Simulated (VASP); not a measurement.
CaSe, 2 atoms in the cell. It takes space group Fm-3m (No. 225, cubic). Conventional cell: a = 5.801 Å, b = 5.801 Å, c = 5.801 Å, α = 90.00°, β = 90.00°, γ = 90.00°. Around Ca (site symmetry m-3m) lie 6 Se at 2.90 Å. Around Se (site symmetry m-3m) lie 6 Ca at 2.90 Å. The cell was built by a generator and needn't be a form met in nature.

```yaml
Program: VASP 6.6.1
Task: band structure
Functional: LDA
Potentials_or_basis: VASP PAW LDA potentials, release 64 (Ca_sv, Se)
Cutoff: 520 eV
k_mesh: 8 × 8 × 8
Occupations: gaussian, width 0.02 eV
Spin: no spin polarisation
Further_INCAR_settings: ALGO = Normal; EDIFF = 1e-07; NBANDS = 15
```

Potentials or basis: VASP PAW LDA potentials, release 64 (Ca_sv, Se).

The run is started by

```bash
$ cat potpaw_LDA.64/Ca_sv/POTCAR potpaw_LDA.64/Se/POTCAR > POTCAR
$ cp INCAR.step1 INCAR
$ cp KPOINTS.step1 KPOINTS
$ mpirun -np 1 vasp_std > vasp.out
$ cp INCAR.step2 INCAR
$ cp KPOINTS.step2 KPOINTS
$ mpirun -np 1 vasp_std > vasp.out
```

Hardware: 1 thread of Intel(R) Xeon(R) Platinum 8488C (Sapphire Rapids), on a shared host.

Estimate the wall time of this run.

Run time: 93 s on 1 thread of Intel(R) Xeon(R) Platinum 8488C (Sapphire Rapids), with other jobs on the host, peak memory 0.27 GiB. Counts: scf iterations 8, k points 200.
